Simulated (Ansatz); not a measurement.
**Si2Ni: single point with PBE**

The system is Si2Ni.

```
Ni Si
1.0
     0.00000    2.70300    2.70300
     2.70300    0.00000    2.70300
     2.70300    2.70300    0.00000
Ni Si
1 2
Direct
  0.00000 0.00000 0.00000
  0.75000 0.75000 0.75000
  0.25000 0.25000 0.25000
```

| Quantity | Value |
| --- | --- |
| Program | Ansatz 0.2.0 |
| Task | single point |
| Functional | PBE |
| Potentials or basis | Ansatz PAW |
| Cutoff | 420 eV (not typed: the program's choice for these potentials) |
| k mesh | 9 × 9 × 9 |
| Occupations | gaussian, width 0.013 eV |
| Spin | collinear spin, ferromagnetic start |
| Starting moments | [1.0, 0.0, 0.0] μB |

```yaml
Pressure: 4.0 GPa
Band_gap_on_the_k_mesh: none (metal or under the smearing width)
Net_moment: 0.00 μB per cell
Absolute_moment: 0.00 μB per cell
```

Levels at points of the mesh, in eV from the Fermi level:
Spin up:
| k point | band 10 | band 11 | band 12 | band 13 | band 14 | band 15 | band 16 | band 17 |
| --- | --- | --- | --- | --- | --- | --- | --- | --- |
| (0.00, 0.00, 0.00) | -3.57 | -0.38 | 1.65 | 1.65 | 1.65 | 2.18 | 2.18 | 2.18 |
Spin down:
| k point | band 9 | band 10 | band 11 | band 12 | band 13 | band 14 | band 15 | band 16 | band 17 | band 18 |
| --- | --- | --- | --- | --- | --- | --- | --- | --- | --- | --- |
| (0.00, 0.00, 0.00) | -3.57 | -3.57 | -0.38 | 1.65 | 1.65 | 1.65 | 2.18 | 2.18 | 2.18 | 4.64 |

Wall time 1.9 s on 2 threads of Intel(R) Xeon(R) 6975P-C (Granite Rapids) (shared host), peak memory 0.4 GiB.

Caveat: the starting moments weren't kept.
